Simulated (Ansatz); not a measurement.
## Fe started in the widest void in diamond Ge, 65 atoms, charge +1

All numbers below come from DFT, PBEsol, PAW, plane waves (Ansatz 0.2.0).

Command:

```sh
ansatz run in.yaml --threads 8 --pin off --max-ram 118750MiB --runs-dir r --events-out ev --progress --plain --backend cuda --devices 0,
```

The input less its lattice and atoms (starting moments on atoms near the defect: 5 μB in all):

```yaml
crystal:
  symmetry: { detect: false }
kpoints:
  mp_grid: { grid: [1, 1, 1], shift: [0.25, 0.25, 0.25] }
hamiltonian:
  xc: pbesol
total_charge: 1
magnetization:
  spin_polarized: true
scf:
  occupations: { method: fermi_dirac, width: 0.01 }
relax:
  f_tol: 0.03
  max_steps: 80
  escape_saddle: false
  adjacent_minimum: "off"
output:
  forces: true
  eigenvalues: true
  populations: true
  charged_corrections: { epsilon: 16 }
```

Start:

```xyz
65
Lattice="11.3512 0.0000 0.0000 0.0000 11.3512 0.0000 0.0000 0.0000 11.3512" Properties=species:S:1:pos:R:3 pbc="T T T"
Ge    0.0131    0.0048   11.3267
Ge    0.0048   11.3397    5.6701
Ge    0.0137    5.6667    0.0015
Ge    0.0141    5.6797    5.6660
Ge    5.6336    0.0039   11.3465
Ge    5.6897    0.0012    5.6629
Ge    5.6983    5.6901   11.3134
Ge    5.6740    5.6593    5.6531
Ge    1.4037    1.4579    1.4203
Ge    1.4205    1.4360    7.1092
Ge    1.4120    7.1004    1.4025
Ge    1.4088    7.1100    7.1005
Ge    7.0760    1.4250    1.4107
Ge    7.1161    1.4096    7.0860
Ge    7.1225    7.1127    1.4116
Ge    7.0574    7.0818    7.0797
Ge    2.8695    2.8203   11.3441
Ge    2.8668    2.8393    5.7142
Ge    2.8384    8.5322   11.3500
Ge    2.8283    8.5332    5.6784
Ge    8.5193    2.8480   11.3351
Ge    8.5154    2.8725    5.6823
Ge    8.5068    8.5405    0.0007
Ge    8.5203    8.4742    5.6544
Ge    4.2515    4.2685    1.4192
Ge    4.2572    4.3008    7.1064
Ge    4.2164    9.9318    1.3986
Ge    4.2695    9.9491    7.1028
Ge    9.9264    4.2415    1.4493
Ge    9.9005    4.2500    7.0851
Ge    9.9044    9.9469    1.3970
Ge    9.9381    9.9398    7.0873
Ge    2.8561   11.3488    2.8290
Ge    2.8507    0.0064    8.5167
Ge    2.8606    5.6750    2.8206
Ge    2.8293    5.6805    8.5184
Ge    8.5148   11.3477    2.8347
Ge    8.5063    0.0248    8.4939
Ge    8.4781    5.6866    2.8593
Ge    8.4937    5.6735    8.4676
Ge    4.2467    1.4298    4.2304
Ge    4.2379    1.4142    9.9396
Ge    4.2259    7.0732    4.2748
Ge    4.2623    7.0731    9.8669
Ge    9.9493    1.4140    4.2414
Ge    9.9322    1.4502    9.9033
Ge    9.9304    7.1048    4.2328
Ge    9.9210    7.0877    9.9397
Ge   11.3146    2.8397    2.8173
Ge    0.0180    2.8365    8.5090
Ge    0.0361    8.5199    2.8702
Ge    0.0048    8.5367    8.5296
Ge    5.6622    2.8302    2.8495
Ge    5.6805    2.8375    8.4936
Ge    5.6593    8.5231    2.8518
Ge    5.6855    8.4792    8.5569
Ge    1.3919    4.2772    4.2492
Ge    1.4310    4.2480    9.9315
Ge    1.4352    9.9248    4.2810
Ge    1.4496    9.9352    9.9297
Ge    7.0917    4.2631    4.2540
Ge    7.0782    4.2378    9.9424
Ge    7.1046    9.9226    4.2703
Ge    7.1267    9.8973    9.9190
Fe    4.2327    4.2638    4.2798
```

Steps:

```tsv
step	energy less the first (eV)	largest force component (eV/Å)
start	0.000	0.844
1	-0.436	0.162
2	-0.460	0.057
3	-0.466	0.051
4	-0.469	0.046
5	-0.470	0.028
```

A structure on the way, about -0.44 eV from the start:

```
Ge Fe
1.0
    11.35118    0.00000    0.00000
     0.00000   11.35118    0.00000
     0.00000    0.00000   11.35118
Ge Fe
64 1
Cartesian
  0.0018 11.3480 11.3427
  11.3403 11.3361 5.6564
  11.3273 5.6623 11.3378
  0.0138 5.6880 5.6782
  5.6696 11.3367 11.3393
  5.7026 11.3492 5.6846
  5.6988 5.6882 11.3494
  5.6821 5.6705 5.6692
  1.4110 1.4130 1.4084
  1.3789 1.4005 7.1059
  1.3600 7.1402 1.3676
  1.4014 7.1147 7.1074
  7.0981 1.4092 1.3899
  7.1027 1.4138 7.1038
  7.0992 7.1156 1.4097
  7.1054 7.1022 7.0972
  2.8316 2.8237 11.3492
  2.8470 2.8084 5.7155
  2.8528 8.5252 11.3387
  2.8278 8.5093 5.6923
  8.5201 2.8417 11.3417
  8.5300 2.8207 5.6868
  8.5227 8.5222 0.0005
  8.5195 8.5168 5.6673
  4.2524 4.2805 1.3972
  4.2627 4.2669 7.1344
  4.2525 9.9358 1.4192
  4.2700 9.9393 7.0918
  9.9323 4.2511 1.4275
  9.9376 4.2594 7.0809
  9.9282 9.9516 1.4047
  9.9283 9.9398 7.0979
  2.8189 11.3500 2.8234
  2.8458 11.3501 8.5078
  2.8187 5.7265 2.7838
  2.8225 5.7001 8.5146
  8.5061 0.0024 2.8364
  8.5129 11.3486 8.5115
  8.5132 5.6918 2.8158
  8.5168 5.6635 8.5054
  4.2637 1.3855 4.2594
  4.2564 1.4161 9.9330
  4.2439 7.1181 4.2411
  4.2638 7.0982 9.9268
  9.9368 1.4199 4.2445
  9.9339 1.4091 9.9335
  9.9325 7.0966 4.2542
  9.9227 7.1043 9.9268
  0.0048 2.8265 2.8205
  11.3388 2.8438 8.5161
  11.3333 8.5348 2.8418
  11.3359 8.5233 8.5201
  5.6888 2.8232 2.8404
  5.6898 2.8234 8.5198
  5.6854 8.5149 2.8226
  5.6740 8.5188 8.5165
  1.4152 4.2723 4.2460
  1.4222 4.2607 9.9325
  1.4280 9.9282 4.2585
  1.4115 9.9375 9.9255
  7.1348 4.2601 4.2578
  7.0986 4.2569 9.9340
  7.0986 9.9324 4.2532
  7.1006 9.9317 9.9361
  4.2122 4.2847 4.2686
```

End:

```xyz
65
Lattice="11.3512 0.0000 0.0000 0.0000 11.3512 0.0000 0.0000 0.0000 11.3512" Properties=species:S:1:pos:R:3 pbc="T T T"
Ge    0.0083    0.0011   11.3469
Ge   11.3311   11.3194    5.6472
Ge   11.3244    5.6457   11.3185
Ge    0.0412    5.6745    5.6727
Ge    5.6593   11.3296   11.3367
Ge    5.7150   11.3323    5.6865
Ge    5.7090    5.6826   11.3434
Ge    5.6844    5.6414    5.6690
Ge    1.4184    1.4227    1.4178
Ge    1.3338    1.3936    7.1119
Ge    1.3175    7.1583    1.3493
Ge    1.4235    7.1076    7.1021
Ge    7.0574    1.4236    1.3970
Ge    7.1115    1.4143    7.1031
Ge    7.1102    7.1066    1.4132
Ge    7.0789    7.1134    7.0913
Ge    2.8378    2.8259   11.3510
Ge    2.8542    2.7599    5.7473
Ge    2.8419    8.5222   11.3373
Ge    2.8390    8.5093    5.6780
Ge    8.5081    2.8396    0.0103
Ge    8.5339    2.8189    5.6862
Ge    8.5207    8.5180   11.3425
Ge    8.5183    8.5014    5.6650
Ge    4.2452    4.2956    1.3907
Ge    4.2553    4.2432    7.1395
Ge    4.2555    9.9238    1.4259
Ge    4.2569    9.9413    7.0871
Ge    9.9428    4.2471    1.4319
Ge    9.9407    4.2706    7.0812
Ge    9.9122    9.9643    1.4083
Ge    9.9276    9.9215    7.0973
Ge    2.8341   11.3509    2.8214
Ge    2.8364    0.0153    8.4933
Ge    2.8116    5.7821    2.7289
Ge    2.8329    5.6875    8.5150
Ge    8.4955    0.0305    2.8256
Ge    8.5224   11.3472    8.5163
Ge    8.5287    5.6898    2.8215
Ge    8.5072    5.6826    8.4868
Ge    4.2636    1.3731    4.2840
Ge    4.2557    1.4171    9.9290
Ge    4.2448    7.1079    4.2387
Ge    4.2622    7.0883    9.9401
Ge    9.9449    1.4252    4.2444
Ge    9.9241    1.4160    9.9498
Ge    9.9469    7.0838    4.2630
Ge    9.9249    7.0975    9.9174
Ge    0.0393    2.8523    2.8529
Ge   11.3230    2.8543    8.5298
Ge   11.3156    8.5453    2.8463
Ge    0.0009    8.5166    8.5148
Ge    5.6704    2.8486    2.8569
Ge    5.6976    2.8225    8.5226
Ge    5.6904    8.5077    2.8331
Ge    5.6576    8.5211    8.5184
Ge    1.4909    4.2880    4.2527
Ge    1.4331    4.2516    9.9289
Ge    1.4346    9.9286    4.2477
Ge    1.4225    9.9459    9.9189
Ge    7.1502    4.2513    4.2535
Ge    7.1161    4.2594    9.9253
Ge    7.1167    9.9311    4.2466
Ge    7.1012    9.9292    9.9261
Fe    4.1280    4.3150    4.2850
```

The run converged.

Time: 23 s of wall time on one NVIDIA GB300 with 8 processor threads, on a host shared with other runs; peak host memory 2.3 GiB.

(1) How much energy did the relaxation gain, and which atom moved most?

The moment started at 5 μB and ended at 3.0 μB; no other spin state is shown. The one k point has no symmetry partners, which can distort the end along one axis.

Answers

(1) 0.47 eV in 5 steps, from a start with small random displacements (neighbours that lie too close to an added atom are first pushed off); atom 35 (Ge) moved 0.15 Å, the median atom 0.04 Å (drift of the whole cell removed).
